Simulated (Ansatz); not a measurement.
**TiC: convergence with LAPW's plane-wave cutoff**

The task here is to estimate one member of a computed series from the others.

Method: DFT, PBE, all-electron LAPW, scalar-relativistic, in Ansatz 0.2.0.

### The starting structure

Symmetry: Fm-3m, No. 225, cubic system. The conventional cell has a = 4.328 Å, b = 4.328 Å, c = 4.328 Å, α = 90.00°, β = 90.00°, γ = 90.00°. Around Ti (site symmetry m-3m) lie 6 C at 2.16 Å. C (site symmetry m-3m) is surrounded by 6 Ti at 2.16 Å.

Coordinates:

```
Ti C
1.0
     0.00000    2.16400    2.16400
     2.16400    0.00000    2.16400
     2.16400    2.16400    0.00000
Ti C
1 1
Cartesian
  0.0000 0.0000 0.0000
  2.1640 2.1640 2.1640
```

The geometry is a database entry used as it stands. It may stem from high pressure or temperature, or be incomplete, so it serves as a test cell.

Atoms are numbered in the order of the input: Ti1, C2.

The first run:

File input.yaml:

```yaml
crystal:
  lattice:
    - [0.0, 2.164, 2.164]
    - [2.164, 0.0, 2.164]
    - [2.164, 2.164, 0.0]
  atoms:
    - { symbol: Ti, position: [0.0, 0.0, 0.0] }
    - { symbol: C, position: [0.5, 0.5, 0.5] }
kpoints:
  mp_grid: { grid: [14, 14, 14] }
scf:
  occupations: { method: fermi_dirac, width: 0.03 }
hamiltonian:
  xc: pbe
  pseudopotentials: { kind: all_electron, lapw: { basis_error: 0.00025 } }
output:
  forces: true
  stress: true
  eigenvalues: true
basis:
  ecutwfc: 90
```

Among the steps run: With plane-wave cutoff typed as 90 eV; With plane-wave cutoff typed as 180 eV; With plane-wave cutoff typed as 400 eV; With plane-wave cutoff typed as 500 eV.

One of the session's tables, all rows but one given; the rest of the session is left out.

```
cutoff (eV)  pressure (GPa)
         90            6.39
        180               ?
        400            0.83
        500            0.83
```

**Question.** Estimate the row for cutoff (eV) = 180.

Worked estimate for «pressure (GPa)». A straight line through the neighbours (90, 6.39) and (400, 0.83) gives 6.39 + (0.83 − 6.39) × (180 − 90) / (400 − 90) = 4.78; a parabola fitted to 3 rows on both sides gives 3.91.

As computed: pressure (GPa): 0.92. In «pressure (GPa)» the line misses by +3.86 and the parabola by +2.99. The values bend between the rows more than so simple an estimate can follow.

Energies are those extrapolated to zero smearing.
